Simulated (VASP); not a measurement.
Input of a VASP 6.6.1 run:

File INCAR:

```
SYSTEM = TiO
ALGO = Fast
EDIFF = 1E-6
ENCUT = 520
ISIF = 2
ISMEAR = 0
ISPIN = 2
LASPH = .TRUE.
LCHARG = .FALSE.
LDAU = .TRUE.
LDAUJ = 0 0
LDAUL = 2 -1
LDAUPRINT = 1
LDAUTYPE = 2
LDAUU = 2 0
LMAXMIX = 4
LORBIT = 11
LREAL = .FALSE.
LWAVE = .FALSE.
MAGMOM = 1 -1 0 0
NBANDS = 30
NELM = 80
PREC = Accurate
SIGMA = 0.05
```

File KPOINTS:

```
k-points
0
G
  7 7 4
  0 0 0
```

The input POSCAR:

```
TiO
1.0
    2.7083400800      0.0000000000      0.0000000000
    0.0000000000      2.7083400800      0.0000000000
    0.0000000000      0.0000000000      5.4166801600
Ti O
2 2
Direct
    0.0000000000      0.0000000000      0.0000000000
    0.0000000000      0.0000000000      0.5000000000
    0.5000000000      0.5000000000      0.2500000000
    0.5000000000      0.5000000000      0.7500000000
```

Potentials or basis: VASP PAW LDA potentials, release 64 (Ti_sv, O).

Command:

```sh
$ cat potpaw_LDA.64/Ti_sv/POTCAR potpaw_LDA.64/O/POTCAR > POTCAR
$ mpirun -np 1 vasp_std > vasp.out
```

(1) What does it give for the site moments?

(2) What does it give for the net moment?

(3) What does it give for the pressure?

(4) Estimate the band gap on the k mesh.

Answers

(1) Ti +0.13, -0.13; O +0.00 μB.

(2) 0.00 μB per cell.

(3) -23.4 GPa.

(4) none (metal or under the smearing width).
